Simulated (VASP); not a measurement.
# Settings for MgO: self-consistent run

MgO, I4mm (no. 107), 2 atoms in the cell. R2SCAN with rVV10; PAW potentials Mg, O (PBE set). VASP 6.6.1. The cell is changed on purpose: last atom moved by 0.08 Å along z, cell strained by +1.5% along z.

Wanted: energy within 2 meV/atom; forces within 0.01 eV/Å.

What the run is for: forces; Accuracy asked: standard.

POSCAR:
```
MgO
1.0
    0.0000000000      2.0970013927      2.1284564136
    2.0970013927      0.0000000000      2.1284564136
    2.0970013927      2.0970013927      0.0000000000
Mg O
1 1
Direct
    0.0000000000      0.0000000000      0.0000000000
    0.5190748600      0.5190748600      0.4809251400
```

The series start from Plane-wave cutoff (eV): 520; k-point mesh: 9 × 9 × 9; Precision mode (PREC): Accurate; Electronic threshold (eV): 1e-6; Bands in all (NBANDS): 14; Aspherical gradient terms in the spheres (LASPH): yes; Electronic algorithm: ALGO=Normal; Delay and inner steps: defaults; Placing of the Fermi level (EFERMI): EFERMI=MIDGAP. Each series keeps the choices made before it, and each single choice may use up half of a tolerance.

## Plane-wave cutoff (eV)

| Plane-wave cutoff (eV) | Energy less reference (meV/atom) | Forces, largest deviation (eV/Å) | SCF iterations | Time (s) |
|---|---|---|---|---|
| 320 | -75.2 | 0.018 | 21 | 36 |
| 400 | -8.9 | 0.004 | 21 | 45 |
| 460 | 2.3 | 0.001 | 22 | 56 |
| 520 | 4.2 | 0.002 | 21 | 59 |
| 600 | 2.3 | 0.001 | 21 | 54 |
| 700 | 0.5 | 0.000 | 20 | 106 |
| 840 (reference) | 0.0 | 0.000 | 20 | 110 |

Chosen: 700, the loosest value from which every tighter one stays within half of the tolerance.

## k-point mesh

| k-point mesh | Energy less reference (meV/atom) | Forces, largest deviation (eV/Å) | SCF iterations | Time (s) |
|---|---|---|---|---|
| 3 × 3 × 3 | 41.0 | 0.010 | 21 | 42 |
| 4 × 4 × 4 | 5.3 | 0.002 | 21 | 50 |
| 5 × 5 × 5 | 0.8 | 0.000 | 20 | 52 |
| 6 × 6 × 6 | 0.1 | 0.000 | 20 | 63 |
| 7 × 7 × 7 | 0.0 | 0.000 | 20 | 73 |
| 9 × 9 × 9 | 0.0 | 0.000 | 20 | 106 |
| 11 × 11 × 11 | 0.0 | 0.000 | 20 | 160 |
| 14 × 14 × 14 | 0.0 | 0.000 | 20 | 282 |
| 18 × 18 × 18 (reference) | 0.0 | 0.000 | 20 | 642 |

Chosen: 5 × 5 × 5.

## Precision mode (PREC)

| Precision mode (PREC) | Energy less reference (meV/atom) | Forces, largest deviation (eV/Å) | SCF iterations | Time (s) |
|---|---|---|---|---|
| Low | -0.9 | 0.002 | 20 | 17 |
| SingleN | -0.9 | 0.002 | 20 | 18 |
| Normal | 0.0 | 0.002 | 20 | 27 |
| Accurate (reference) | 0.0 | 0.000 | 20 | 52 |

Chosen: Low.

## Electronic threshold (eV)

| Electronic threshold (eV) | Energy less reference (meV/atom) | Forces, largest deviation (eV/Å) | SCF iterations | Time (s) |
|---|---|---|---|---|
| 0.001 | 0.4 | 0.007 | 11 | 9.7 |
| 0.0001 | 0.0 | 0.000 | 16 | 16 |
| 1e-5 | 0.0 | 0.000 | 16 | 12 |
| 1e-6 | 0.0 | 0.000 | 20 | 17 |
| 1e-7 (reference) | 0.0 | 0.000 | 23 | 19 |

Chosen: 0.0001.

## Bands in all (NBANDS)

| Bands in all (NBANDS) | Energy less reference (meV/atom) | Forces, largest deviation (eV/Å) | SCF iterations | Time (s) |
|---|---|---|---|---|
| 5 | 0.0 | 0.000 | 14 | 8.4 |
| 6 | 0.0 | 0.000 | 14 | 8.3 |
| 8 | -0.1 | 0.004 | 11 | 8.7 |
| 10 | 0.0 | 0.000 | 14 | 12 |
| 14 | 0.0 | 0.000 | 16 | 16 |
| 24 (reference) | 0.0 | 0.000 | 16 | 24 |

Chosen: 5.

## Aspherical gradient terms in the spheres (LASPH)

| Aspherical gradient terms in the spheres (LASPH) | Energy less reference (meV/atom) | Forces, largest deviation (eV/Å) | SCF iterations | Time (s) |
|---|---|---|---|---|
| no | 0.1 | 0.004 | 14 | 5.0 |
| yes (reference) | 0.0 | 0.000 | 14 | 8.4 |

Chosen: no.

## Electronic algorithm

| Electronic algorithm | Energy less reference (meV/atom) | Forces, largest deviation (eV/Å) | SCF iterations | Time (s) |
|---|---|---|---|---|
| ALGO=Normal | 0.0 | 0.000 | 14 | 5.0 |
| ALGO=Fast | -0.1 | 0.002 | 19 | 6.8 |
| ALGO=VeryFast | 0.0 | 0.001 | 21 | 7.9 |
| ALGO=All ISEARCH=1 | 0.0 | 0.001 | 12 | 5.5 |
| ALGO=All ISEARCH=0 | 0.0 | 0.001 | 12 | 5.5 |
| ALGO=Damped TIME=0.4 | 0.0 | 0.000 | 17 | 5.5 |
| ALGO=Damped TIME=0.1 | 0.0 | 0.002 | 27 | 9.6 |

Chosen: ALGO=Normal; no other choice that stays within half of the tolerance saves 30 % of the time.

## Delay and inner steps

| Delay and inner steps | Energy less reference (meV/atom) | Forces, largest deviation (eV/Å) | SCF iterations | Time (s) |
|---|---|---|---|---|
| defaults | 0.0 | 0.000 | 14 | 5.0 |
| NELMDL=-2 | 0.0 | 0.000 | 11 | 5.0 |
| NELMDL=-8 | 0.0 | 0.000 | 17 | 5.4 |
| NELMDL=-12 | 0.0 | 0.000 | 21 | 6.7 |
| NRMM=2 | 0.0 | 0.000 | 14 | 6.1 |
| NRMM=6 | 0.0 | 0.000 | 14 | 5.3 |
| WEIMIN=0.001 | 0.0 | 0.000 | 14 | 4.3 |

Chosen: WEIMIN=0.001; it saves 0.7 s of 5.0, so defaults would do nearly as well.

## Placing of the Fermi level (EFERMI)

| Placing of the Fermi level (EFERMI) | Energy less reference (meV/atom) | Forces, largest deviation (eV/Å) | SCF iterations | Time (s) |
|---|---|---|---|---|
| EFERMI=MIDGAP | 0.0 | 0.000 | 14 | 4.3 |
| EFERMI=LEGACY | 0.0 | 0.000 | 14 | 5.9 |

Chosen: EFERMI=MIDGAP.

## All choices together

| Input | Energy less reference (meV/atom) | Forces, largest deviation (eV/Å) | Time (s) |
|---|---|---|---|
| the program's defaults (naive) | -8.8 | 0.010 | 5.3 |
| chosen settings | 0.5 | 0.005 | 4.3 |
| reference settings throughout | 0.0 | 0.000 | 1232 |

The tolerance is met.

Values of the reference run: Forces: 0, 0, 0.3909, 0, 0, -0.3909 eV/Å.

## The input

INCAR:
```
ALGO     = Normal         # electronic algorithm
BPARAM   = 11.95        
CPARAM   = 0.0093       
EDIFF    = 1E-4           # SCF threshold, eV
EFERMI   = MIDGAP       
ENCUT    = 700            # plane-wave cutoff, eV
GGA_COMPAT= F            
ISIF     = 2              # what is computed and relaxed
ISMEAR   = 0              # smearing method
IVDW_NL  = 2            
LASPH    = F              # aspherical terms in the spheres
LCHARG   = F              # write CHGCAR
LMIXTAU  = T            
LREAL    = F              # projectors in reciprocal space
LUSE_VDW = T            
LWAVE    = F              # write WAVECAR
METAGGA  = R2SCAN         # meta-GGA
NBANDS   = 5              # bands
NELM     = 120            # most SCF steps
PREC     = Low            # precision mode
SIGMA    = 0.03           # smearing width, eV
WEIMIN   = 0.001         
```

KPOINTS:
```
Automatic mesh
0
Gamma
  5 5 5
  0 0 0
```

Commands:
```
cat potpaw_PBE.64/Mg/POTCAR potpaw_PBE.64/O/POTCAR > POTCAR
mpirun -np 1 vasp_std > vasp.out
```

The chosen input took VASP 6.6.1 4.3 s on 1 core (Intel Xeon 6975P-C (Granite Rapids)), a shared host.

## An input that fails: mixing far too strong

VASP's message: ERROR FEXCP: supplied Exchange-correletion table is too small, maximal index : 3953.

Changes against the starting input:
```
- NELM = 120
+ NELM = 52
+ IMIX = 1
+ AMIX = 2.0
+ BMIX = 0.0001
```
